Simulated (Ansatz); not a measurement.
# Si: the cost of one run

Method: DFT r2SCAN, scalar-relativistic, plane waves, PAW, in Ansatz 0.2.0.

**1. The system as given**

Symmetry: P6_3/mmc, No. 194, hexagonal system. Conventional cell: a = 2.936 Å, b = 2.936 Å, c = 4.636 Å, α = 90.00°, β = 90.00°, γ = 120.00°. Ti (site symmetry -6m2) has 12 Ti at 2.87 to 2.94 Å as nearest neighbours.

Coordinates:

```cif
data_structure
_symmetry_space_group_name_H-M 'P 1'
_symmetry_Int_Tables_number 1
_cell_length_a 2.9358
_cell_length_b 2.9358
_cell_length_c 4.6362
_cell_angle_alpha 90.000
_cell_angle_beta 90.000
_cell_angle_gamma 120.000
_cell_volume 34.61
loop_
_atom_site_label
_atom_site_type_symbol
_atom_site_fract_x
_atom_site_fract_y
_atom_site_fract_z
_atom_site_occupancy
Ti1 Ti 0.33333 0.66667 0.25000 1
Ti2 Ti 0.66667 0.33333 0.75000 1
```

This cell was relaxed beforehand with the same method: volume 17.30 Å³/atom, gap on the mesh none (metal).

**2. The substitution Ti → Si**

Si starts from the relaxed positions of Ti, with all lengths scaled by 0.782, a guess from tabulated radii.

**3. Probe: one point at the start (Si)**

File input.yaml:

```yaml
crystal:
  lattice:
    - [2.2951958911, 0.0, 0.0]
    - [-1.1475979455, 1.9876979483, 0.0]
    - [0.0, 0.0, 3.6245595737]
  atoms:
    - { symbol: Si, position: [0.3333333333, 0.6666666667, 0.25] }
    - { symbol: Si, position: [0.6666666667, 0.3333333333, 0.75] }
basis:
  ecutwfc: 500
kpoints:
  mp_grid: { grid: [12, 12, 6] }
hamiltonian:
  xc: r2scan
scf:
  occupations: { method: gaussian, width: 0.1 }
output:
  forces: true
  stress: true
  eigenvalues: true
```

The run is started by

```console
$ ansatz run input.yaml --threads 1 --pin off --max-ram 2560MiB --backend cpu --events-out ev --progress --plain --runs-dir out
```

What time and memory should one allow on 1 thread of Oxide Virtual Turin-like (Zen 5), shared host?

About 3 s, with a peak of 0.34 GiB.
